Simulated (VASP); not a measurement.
# Zn (I4/mmm) in VASP: further runs

One crystal, Zn, is run at these levels: PBE; tasks: single point.

Program: VASP 6.6.1. These are calculated values, not measurements. Logs are shortened: lines on timing, memory, paths and dates and some standing lists are left out, and cuts for length are marked.

## 1. The cell of the first run

It takes space group I4/mmm (No. 139, tetragonal). Conventional cell: a = 3.138 Å, b = 3.138 Å, c = 3.044 Å, α = 90.00°, β = 90.00°, γ = 90.00°. Around Zn (site symmetry 4/mmm) lie 10 Zn at 2.69 to 3.04 Å.

This isn't the form of Zn at room conditions, which is hcp.

## 2. Single point, PBE (strain -0.0300 x Voigt [1, 0, 0, 0, 0, 0], atoms carried along)

INCAR

```
SYSTEM = Zn
PREC = Accurate
ENCUT = 520
EDIFF = 1E-6
ISMEAR = 0
SIGMA = 0.15
LREAL = .FALSE.
LASPH = .TRUE.
NELM = 100
ALGO = Fast
ISIF = 2
LWAVE = .FALSE.
LCHARG = .TRUE.
GGA = PE
LELF = .TRUE.
LVHAR = .TRUE.
NBANDS = 12
```

KPOINTS

```
regular mesh
0
G
  22 22 22
  0 0 0
```

POSCAR

```
Zn
1.0
   -1.5219658900      1.5690370000      1.5690370000
    1.5219658900     -1.5690370000      1.5690370000
    1.5219658900      1.5690370000     -1.5690370000
Zn
1
Direct
    0.0000000000      0.0000000000      0.0000000000
```

Potentials or basis: VASP PAW PBE potentials, release 64 (Zn).

The run is started by

```sh
$ cat potpaw_PBE.64/Zn/POTCAR > POTCAR
$ mpirun -np 1 vasp_std > vasp.out
```

OUTCAR:

```text
SYSTEM = Zn
   PREC = Accurate
   ENCUT = 520
   EDIFF = 1E-6
   ISMEAR = 0
   LREAL = .FALSE.
   LASPH = .TRUE.
   NELM = 100
   ISIF = 2
   GGA = PE

 ion  position               nearest neighbor table
   1  0.000  0.000  0.000-

  LATTYP: Found a body centered tetragonal cell.
 ALAT       =     3.1380740000
 C/A-ratio  =     0.9700000000

  Lattice vectors:

 A1 = (  -1.5219658900,   1.5690370000,  -1.5690370000)
 A2 = (  -1.5219658900,  -1.5690370000,   1.5690370000)
 A3 = (   1.5219658900,   1.5690370000,   1.5690370000)

Analysis of symmetry for initial positions (statically):
=====================================================================
 Subroutine PRICEL returns:
 Original cell was already a primitive cell.

 Routine SETGRP: Setting up the symmetry group for a
 body centered tetragonal supercell.

 Subroutine GETGRP returns: Found 16 space group operations
 (whereof 16 operations were pure point group operations)
 out of a pool of 16 trial point group operations.

The static configuration has the point symmetry D_4h.

Analysis of symmetry for dynamics (positions and initial velocities):
=====================================================================
 Subroutine PRICEL returns:
 Original cell was already a primitive cell.

 Routine SETGRP: Setting up the symmetry group for a
 body centered tetragonal supercell.

 Subroutine GETGRP returns: Found 16 space group operations
 (whereof 16 operations were pure point group operations)
 out of a pool of 16 trial point group operations.

The dynamic configuration has the point symmetry D_4h.

 Subroutine INISYM returns: Found 16 space group operations
 (whereof 16 operations are pure point group operations),
 and found     1 'primitive' translations

----------------------------------------------------------------------------------------

                                     Primitive cell

  volume of cell :      14.9876

  direct lattice vectors                    reciprocal lattice vectors
    -1.521965890  1.569037000  1.569037000     0.000000000  0.318666800  0.318666800
     1.521965890 -1.569037000  1.569037000     0.328522474  0.000000000  0.318666800
     1.521965890  1.569037000 -1.569037000     0.328522474  0.318666800  0.000000000

  length of vectors
     2.690749781  2.690749781  2.690749781     0.450662911  0.457684985  0.457684985

  position of ions in fractional coordinates (direct lattice)
     0.000000000  0.000000000  0.000000000

  ion indices of the primitive-cell ions
   primitive index   ion index
                 1           1

----------------------------------------------------------------------------------------

 KPOINTS: regular mesh

Automatic generation of k-mesh.
 Grid dimensions read from file:
 generate k-points for:   22   22   22

 Generating k-lattice:

  Cartesian coordinates                     Fractional coordinates (reciprocal lattice)
     0.000000000  0.014484855  0.014484855     0.045454545  0.000000000  0.000000000
     0.014932840  0.000000000  0.014484855     0.000000000  0.045454545 -0.000000000
     0.014932840  0.014484855  0.000000000     0.000000000 -0.000000000  0.045454545

  Length of vectors
     0.020484678  0.020803863  0.020803863

  Shift w.r.t. Gamma in fractional coordinates (k-lattice)
     0.000000000  0.000000000  0.000000000

 Subroutine IBZKPT returns following result:
 ===========================================

 Found    834 irreducible k-points:

 Following reciprocal coordinates:
            Coordinates               Weight
  0.000000  0.000000  0.000000      1.000000
  0.045455  0.000000  0.000000      4.000000
  0.090909  0.000000  0.000000      4.000000
  0.136364  0.000000  0.000000      4.000000
  0.181818  0.000000  0.000000      4.000000
  0.227273  0.000000  0.000000      4.000000
[... 16 lines left out ...]
  0.454545  0.045455  0.000000     16.000000
 -0.000000  0.090909  0.000000      8.000000
 [... further k-points ...]
   k-points           NKPTS =    834   k-points in BZ     NKDIM =    834   number of bands    NBANDS=     12
   number of dos      NEDOS =    301   number of ions     NIONS =      1
   total plane-waves  NPLWV =   8000
   dimension x,y,z NGX =    20 NGY =   20 NGZ =   20
   dimension x,y,z NGXF=    40 NGYF=   40 NGZF=   40
   ions per type =               1
   NGX,Y,Z   is equivalent  to a cutoff of  12.36, 12.36, 12.36 a.u.
   NGXF,Y,Z  is equivalent  to a cutoff of  24.71, 24.71, 24.71 a.u.
 SYSTEM =  Zn
   PREC   = accura    normal or accurate (medium, high low for compatibility)
   ISTART =      0    job   : 0-new  1-cont  2-samecut
   ICHARG =      2    charge: 1-file 2-atom 10-const
   ISPIN  =      1    spin polarized calculation?
   LNONCOLLINEAR =      F non collinear calculations
   LSORBIT =      F    spin-orbit coupling
   LASPH  =      T    aspherical Exc in radial PAW
   ENCUT  =  520.0 eV  38.22 Ry    6.18 a.u.   5.00  5.00  5.00*2*pi/ulx,y,z
   NELM   =    100;   NELMIN=  2; NELMDL= -5     # of ELM steps
   EDIFF  = 0.1E-05   stopping-criterion for ELM
   LREAL  =      F    real-space projection
   EDIFFG = 0.1E-04   stopping-criterion for IOM
   NSW    =      0    number of steps for IOM
   IBRION =     -1    ionic relax: 0-MD 1-quasi-New 2-CG
   NFREE  =      0    steps in history (QN), initial steepest desc. (CG)
   ISIF   =      2    stress and relaxation
   ISYM   =      2    0-nonsym 1-usesym 2-fastsym
   POTIM  = 0.5000    time-step for ionic-motion
   TEBEG  =    0.0;   TEEND  =   0.0 temperature during run
   PSTRESS=    0.0 pullay stress
   NELECT =      12.0000    total number of electrons
   NUPDOWN=      -1.0000    fix difference up-down
   EMIN   =  10.00;   EMAX   =-10.00  energy-range for DOS
   EFERMI =   0.00;   METHOD = LEGACY
   ISMEAR =     0;   SIGMA  =   0.15  broadening in eV -4-tet -1-fermi 0-gaus
   EFERMI_NEDOS =   21; number of points for ismear=-14 and -15
   IALGO  =     68    algorithm
   IMIX   =      4    mixing-type and parameters
     AMIX     =   0.40;   BMIX     =  1.00
     AMIX_MAG =   1.60;   BMIX_MAG =  1.00
  volume/ion in A,a.u.               =      14.99       101.14
  Fermi-wavevector in a.u.,A,eV,Ry     =   1.520168  2.872700 31.441835  2.310910
  Thomas-Fermi vector in A             =   2.629055
   LORBIT       =      0    0 simple, 1 ext, 2 COOP (PROOUT), +10 PAW based schemes
   GGA     = PE    functional components
   LHFCALC =     F    Hartree Fock is set to
   AEXX    =    0.0000 exact exchange contribution
   IVDW    =     0    specifies the selected vdW correction
   LEPSILON=     F    determine dielectric tensor
   LRPA    =     F    only Hartree local field effects (RPA)
 non-spin polarized calculation
 RMM-DIIS sequential band-by-band and
 Gauss-broadening in eV      SIGMA  =   0.15
  energy-cutoff  :      520.00
  volume of cell :       14.99
 maximum number of plane-waves:       418
   NGX =  9   NGY =  9   NGZ =  9

 number of electron      12.0000015 magnetization

 Free energy of the ion-electron system (eV)
  ---------------------------------------------------
  ext. energy  EPLUGINS =         0.00000000
  ---------------------------------------------------
  free energy    TOTEN  =        -1.02406375 eV

  energy without entropy =       -1.02031857  energy(sigma->0) =       -1.02219116

 E-fermi :   3.3794     XC(G=0): -11.6427

 val. band max:        3.3757743894   @ k =  -0.0000   0.4545   0.0000
 cond. band min:       3.3833842850   @ k =  -0.4545  -0.4091   0.0455
 fundamental gap:      0.0076098956
 Fermi energy:         3.3793525808

 k-point     1 :       0.0000    0.0000    0.0000
  band No.  band energies     occupation
      1      -7.2753      2.00000
      2      -4.5701      2.00000
      3      -4.5110      2.00000
      4      -4.5110      2.00000
      5      -4.0374      2.00000
      6      -3.9835      2.00000
      7      22.5011      0.00000
      8      22.5011      0.00000
      9      23.0962      0.00000
     10      24.2484      0.00000
     11      24.2484      0.00000
     12      24.6925      0.00000

 k-point     2 :       0.0455    0.0000    0.0000
  band No.  band energies     occupation
      1      -7.2099      2.00000
      2      -4.5680      2.00000
      3      -4.5170      2.00000
      4      -4.4953      2.00000
      5      -4.0438      2.00000
      6      -3.9839      2.00000
      7      21.2209      0.00000
      8      22.3841      0.00000
      9      22.5416      0.00000
     10      23.7482      0.00000
     11      23.8761      0.00000
     12      24.1245      0.00000

 k-point     3 :       0.0909    0.0000    0.0000
  band No.  band energies     occupation
      1      -7.0156      2.00000
      2      -4.5614      2.00000
      3      -4.5344      2.00000
      4      -4.4491      2.00000
      5      -4.0609      2.00000
      6      -3.9851      2.00000
      7      18.9800      0.00000
      8      21.4681      0.00000
      9      21.8305      0.00000
     10      23.2363      0.00000
     11      23.2370      0.00000
     12      23.6280      0.00000

 k-point     4 :       0.1364    0.0000    0.0000
  band No.  band energies     occupation
      1      -6.6992      2.00000
      2      -4.5617      2.00000
      3      -4.5474      2.00000
      4      -4.3753      2.00000
      5      -4.0832      2.00000
      6      -3.9869      2.00000
      7      16.6620      0.00000
      8      20.3324      0.00000
      9      20.9438      0.00000
     10      22.3974      0.00000
     11      22.7372      0.00000
     12      23.8394      0.00000

 k-point     5 :       0.1818    0.0000    0.0000
  band No.  band energies     occupation
      1      -6.2793      2.00000
      2      -4.5968      2.00000
      3      -4.5127      2.00000
      4      -4.2788      2.00000
      5      -4.1032      2.00000
      6      -3.9887      2.00000
      7      14.3961      0.00000
      8      19.2528      0.00000
      9      20.0274      0.00000
     10      21.6547      0.00000
     11      22.2769      0.00000
     12      24.3002      0.00000
[... 228 lines left out ...]
      1      -5.1825      2.00000
      2      -4.7634      2.00000
      3      -4.0951      2.00000
      4      -4.0026      2.00000
      5      -3.8057      2.00000
      6      -1.9594      2.00000
      7       5.4741      0.00000
      8      15.2660      0.00000
      9      16.6561      0.00000
     10      20.2197      0.00000
     11      21.6111      0.00000
     12      27.6382      0.00000

 k-point    22 :       0.4091    0.0455    0.0000
  band No.  band energies     occupation
      1      -5.1934      2.00000
      2      -4.7853      2.00000
      3      -4.0839      2.00000
      4      -4.0020      2.00000
      5      -3.7307      2.00000
      6      -0.8409      2.00000
      7       3.8330      0.00002
      8      14.9443      0.00000
      9      16.3792      0.00000
     10      20.0273      0.00000
     11      21.4858      0.00000
     12      28.7088      0.00000

 k-point    23 :       0.4545    0.0455    0.0000
  band No.  band energies     occupation
      1      -5.2028      2.00000
      2      -4.7966      2.00000
      3      -4.0772      2.00000
      4      -4.0022      2.00000
      5      -3.6918      2.00000
      6       0.2541      2.00000
      7       2.4802      2.00000
      8      14.7811      0.00000
      9      16.2402      0.00000
     10      19.9312      0.00000
     11      21.4241      0.00000
     12      29.7674      0.00000

 k-point    24 :      -0.0000    0.0909    0.0000
  band No.  band energies     occupation
      1      -7.0072      2.00000
      2      -4.5745      2.00000
      3      -4.5066      2.00000
      4      -4.4690      2.00000
      5      -4.0405      2.00000
      6      -3.9996      2.00000
      7      19.7437      0.00000
      8      20.8637      0.00000
      9      21.3660      0.00000
     10      22.7217      0.00000
     11      22.9063      0.00000
     12      24.4237      0.00000

 [... further k-points ...]

------------------------ aborting loop because EDIFF is reached ----------------------------------------

  FORCE on cell =-STRESS in cart. coord.  units (eV):
  Direction    XX          YY          ZZ          XY          YZ          ZX
  --------------------------------------------------------------------------------------
  -------------------------------------------------------------------------------------
  Total        0.0930426      0.2537800      0.2537800      0.0000000      0.0000000     -0.0000000
  in kB        9.9462951     27.1291832     27.1291832      0.0000000      0.0000000     -0.0000000
  external PRESSURE =      21.4015539 kB  Pullay stress =       0.0000000 kB

 VOLUME and BASIS-vectors are now :
 -----------------------------------------------------------------------------
  energy-cutoff  :      520.00
  volume of cell :       14.99
      direct lattice vectors                 reciprocal lattice vectors
    -1.521965890  1.569037000  1.569037000     0.000000000  0.318666800  0.318666800
     1.521965890 -1.569037000  1.569037000     0.328522474  0.000000000  0.318666800
     1.521965890  1.569037000 -1.569037000     0.328522474  0.318666800  0.000000000

 POSITION                                       TOTAL-FORCE (eV/Angst)
 -----------------------------------------------------------------------------------
      0.00000      0.00000      0.00000         0.000000     -0.000000      0.000000
 -----------------------------------------------------------------------------------
    total drift:                               -0.000000     -0.000000      0.000000

  FREE ENERGIE OF THE ION-ELECTRON SYSTEM (eV)
  ---------------------------------------------------
  free  energy   TOTEN  =        -1.0240637464 eV

  energy  without entropy=       -1.0203185688  energy(sigma->0) =       -1.02219116
```

It took 60 s on 1 thread of AMD EPYC 9R45 (Zen 5), shared host; peak memory 0.21 GiB.

Results:

- Free energy: -1.0241 eV
- Pressure: 2.1 GPa
- Band gap on the k mesh: none (metal or under the smearing width)

(Continued in part 2 of 2.)
